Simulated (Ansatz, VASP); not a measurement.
# Cross-check of GaSb between VASP and Ansatz, part 2 of 2

One calculation is typed for both programs; each brings its own data sets and cutoff. How far apart do they land? The cell is taken from a series of VASP runs on this material, whose earlier steps may have relaxed, scaled or displaced it; both programs get it as it stands.

VASP 6.6.1 and Ansatz 0.2.0.

So far: Set-up; Ansatz: zone-centre phonons, PBEsol; VASP: zone-centre phonons, PBEsol; Differences.

**5. Ansatz: relaxation of cell and atoms, PBEsol with D3(BJ)**

Level of this step: Ansatz beside VASP: Kohn-Sham DFT, plane waves, PBEsol with D3(BJ) (Ansatz).

The relaxed volume is the usual yardstick between codes: its relative difference is about their pressure difference at one cell divided by the bulk modulus. The cell compared in this pair holds 55.19 Å³, against 57.09 Å³ for the pair before.

The cell is taken from a series of VASP runs on this material, whose earlier steps may have relaxed, scaled or displaced it; both programs get it as it stands.

Input file input.yaml:

```yaml
crystal:
  lattice:
    - [0.0, 3.0219221374, 3.0219221374]
    - [3.0219221374, 0.0, 3.0219221374]
    - [3.0219221374, 3.0219221374, 0.0]
  atoms:
    - { symbol: Sb, position: [0.75, 0.75, 0.75] }
    - { symbol: Ga, position: [0.0, 0.0, 0.0] }
hamiltonian:
  xc: pbesol
  pseudopotentials: { kind: paw }
  dispersion: d3bj
kpoints:
  mp_grid: { grid: [12, 12, 12] }
scf:
  occupations: { method: methfessel_paxton, width: 0.15 }
relax:
  f_tol: 0.01
  max_steps: 60
  cell: { stress_tol: 0.05 }
output:
  forces: true
  stress: true
```

Command:

```console
$ ansatz run input.yaml --threads 4 --pin off --max-ram 9216MiB --backend cpu --events-out ev --progress --plain --runs-dir out
```

Numbers of over 12 decimals in the logs are rounded to 6 here.

The program printed:

```text
[...]
Crystal: 2 atoms, lattice volume = 55.192 Å³
Basis set: ecut = 420 eV, 1067 PW (Γ), exchange–correlation on 60×60×60 points (8 copies of the dense FFT grid, shifted against one another)
Bands: 18, of which v1, the nominal top of the filled ones, is band 14 counted from 1 (13 counted from 0)
Symmetry: 24 space group operations
[...]
k-points: 72 of 1728 (time reversal used)
[...]
P = ⅓ Tr σ = 0.0203 GPa (0.203 kbar)
--- Relaxed structure (2 steps of the walk, 2 accepted, 1 SCFs on fresh bases) ---
  F+E_penalty+E_count = -10152.19562096 eV   max|allowed force component| = 4.742e-17 eV/Å   (the final SCF, on the basis selected at the relaxed cell)
  cell:  # Å, volume = 55.1085 Å³
    - [0, 3.020389, 3.020389]
    - [3.020389, 0, 3.020389]
    - [3.020389, 3.020389, 0]
  atoms:
    - { symbol: Sb, position: [0.75, 0.75, 0.75] }
    - { symbol: Ga, position: [0, 0, 0] }
[key lines of the parts left out:]
SCF converged after 5 iterations
Free energy (F): -10152.195621 eV
Fermi energy:    8.103654 eV
```

Elapsed: 4.9 s, on 4 threads of Arm Neoverse V1, shared host; peak memory 0.43 GiB.

**6. VASP: relaxation of cell and atoms, PBEsol with D3(BJ)**

The same cell, functional, mesh and smearing now go to VASP, with its own data sets and cutoff.

Input file INCAR:

```
SYSTEM = GaSb
PREC = Accurate
ENCUT = 450
EDIFF = 1E-07
NELM = 100
ISMEAR = 1
SIGMA = 0.15
LREAL = .FALSE.
ALGO = Normal
GGA = PS
IVDW = 12
NBANDS = 15
LORBIT = 11
LWAVE = .FALSE.
LCHARG = .FALSE.
KPAR = 4
IBRION = 2
NSW = 50
ISIF = 3
EDIFFG = -0.002
```

Input file POSCAR:

```
GaSb
1.0
    0.0000000000      3.0219221374      3.0219221374
    3.0219221374      0.0000000000      3.0219221374
    3.0219221374      3.0219221374      0.0000000000
Sb Ga
1 1
Direct
    0.7500000000      0.7500000000      0.7500000000
    0.0000000000      0.0000000000      0.0000000000
```

Input file KPOINTS:

```
Automatic mesh
0
Gamma
12 12 12
0 0 0
```

PAW data sets: Sb and Ga_d (PBE family, release 64).

Command:

```console
$ mpirun -np 4 vasp_std
```

The program printed:

```text
[banner, memory and clock lines left out]
running    4 mpi-ranks, on    1 nodes
[...]
[... a notice as in an earlier step ...]

 LDA part: xc-table for (Slater+PW92), standard interpolation
 POSCAR, INCAR and KPOINTS ok, starting setup
[...]
entering main loop
       N       E                     dE             d eps       ncg     rms          rms(c)
DAV:   1     0.757926910794E+02    0.75793E+02   -0.81038E+03  2208   0.138E+03
DAV:   2    -0.259564260479E+01   -0.78388E+02   -0.75770E+02  2461   0.282E+02
DAV:   3    -0.815312967781E+01   -0.55575E+01   -0.55393E+01  2643   0.640E+01
DAV:   4    -0.824833291059E+01   -0.95203E-01   -0.95190E-01  2555   0.935E+00
[...]
DAV:  10    -0.814246140636E+01    0.10641E-04   -0.19775E-05  2877   0.398E-02    0.128E-02
DAV:  11    -0.814246973958E+01   -0.83332E-05   -0.11914E-05  2426   0.250E-02    0.423E-03
DAV:  12    -0.814246982663E+01   -0.87055E-07   -0.42953E-07  2881   0.610E-03
   1 F= -.88138718E+01 E0= -.88139560E+01  d E =-.881387E+01
[...]
DAV:   2    -0.814206319811E+01    0.49741E-04   -0.89893E-05  2699   0.181E-01    0.208E-02
DAV:   3    -0.814205139191E+01    0.11806E-04   -0.12672E-05  2825   0.587E-02    0.480E-03
DAV:   4    -0.814205024636E+01    0.11456E-05   -0.14430E-06  2606   0.157E-02    0.156E-03
DAV:   5    -0.814205019567E+01    0.50681E-07   -0.80069E-08  1486   0.356E-03
   2 F= -.88138730E+01 E0= -.88139570E+01  d E =-.121390E-05
 trial-energy change:   -0.000001  1 .order    0.000001   -0.000006    0.000008
 step:   0.6528(harm=  0.4099)  dis= 0.00000  next Energy=    -8.813874 (dE=-0.252E-05)
[...]
N       E                     dE             d eps       ncg     rms          rms(c)
DAV:   1    -0.814220474839E+01   -0.15450E-03   -0.95410E-05  2734   0.163E-01    0.159E-02
DAV:   2    -0.814219871526E+01    0.60331E-05   -0.10795E-05  2706   0.629E-02    0.725E-03
DAV:   3    -0.814219712223E+01    0.15930E-05   -0.15255E-06  2790   0.204E-02    0.167E-03
DAV:   4    -0.814219689875E+01    0.22347E-06   -0.15525E-07  1516   0.544E-03    0.523E-04
DAV:   5    -0.814219686103E+01    0.37729E-07   -0.19605E-08  1248   0.166E-03
   3 F= -.88138738E+01 E0= -.88139579E+01  d E =-.209143E-05
[...]
reached required accuracy - stopping structural energy minimisation
```

From OUTCAR (step 6):

```text
 Edisp (eV)   -0.67182

 Edisp (eV)   -0.67168

  Total      -0.00060    -0.00060    -0.00060    -0.00000     0.00000    -0.00000
  in kB      -0.01731    -0.01731    -0.01731    -0.00000     0.00000    -0.00000
  external pressure =       -0.02 kB  Pullay stress =        0.00 kB

 POSITION                                       TOTAL-FORCE (eV/Angst)
 -----------------------------------------------------------------------------------
      4.53225      4.53225      4.53225         0.000000      0.000000     -0.000000
      0.00000      0.00000      0.00000        -0.000000     -0.000000      0.000000
 -----------------------------------------------------------------------------------
    total drift:                                0.000000      0.000000      0.000000

  FREE ENERGIE OF THE ION-ELECTRON SYSTEM (eV)
  ---------------------------------------------------
  free  energy   TOTEN  =        -8.8138738446 eV

  energy  without entropy=       -8.8141261473  energy(sigma->0) =       -8.81395795

 reached required accuracy - stopping structural energy minimisation

[... 1 part as in an earlier step ...]

[... 2 further parts left out ...]
[key lines of the parts left out:]
E-fermi :   5.1505
```

The gap is under twice the smearing width, so the edge states are partly filled and the run can't tell a small gap from a semimetal. Methfessel-Paxton smearing is not meant for a cell with a gap. The run keeps the 24 symmetry operations of its start, so it cannot find a distortion of lower symmetry.

**7. Side by side**

What differs besides the data sets and the points named for the pairs above, as far as they apply: both relaxations stop at a tolerance, which leaves soft axes loose, and VASP keeps its plane-wave basis; Ansatz adds a Pulay correction to the stress that steers its cell, VASP none. Total energies have different zeros and are not compared.

The two programs side by side:

```tsv
quantity	Ansatz	VASP	difference
volume (Å³)	55.11	55.17	-0.11 %
edge a after relaxation, in the typed setting (Å)	4.271	4.273	-0.04 %
```

The walks stopped with 0.02 GPa left in Ansatz and 0.00 GPa in VASP; each walk ends within a tolerance, so the volume difference is uncertain by about these residues over the bulk modulus, most in soft cells.

**8. Outcome**

| Item | Value |
| --- | --- |
| r.m.s. difference of the optical zone-centre modes, each program's sorted by frequency (zone-centre phonons, PBEsol) | 1.4 cm⁻¹ |
| difference in optical mode 1 to 3 (zone-centre phonons, PBEsol) | -0.6 % |
| difference in volume (relaxation of cell and atoms, PBEsol with D3(BJ)) | -0.11 % |

**Reading.** The difference in volume is -0.11 % (relaxation of cell and atoms, PBEsol with D3(BJ)), within the 1.2 % picked in this series as the mark of a large difference, as far as the stopping tolerances let one tell. Among the rows given in per cent, the largest difference of the zone-centre phonons, PBEsol pair is in optical mode 1 to 3, -0.6 %. 1 further run of this series is not shown here. Such differences can come from data sets, numerical settings and the points named under the comparisons, not from the functional's error against experiment.

[Lines on the potential files, build, host, timing and source positions are cut from VASP's logs without a mark.]

[Logs are printed without paths, hosts, clocks, repeated set-up lines and the standing remarks that a program may print on its own settings, such as how far it seeks lower states.]

[Hosts, paths, dates, database ids (printed as entryN), source tags and the programs' standing remarks are cut or masked in the printed files.]
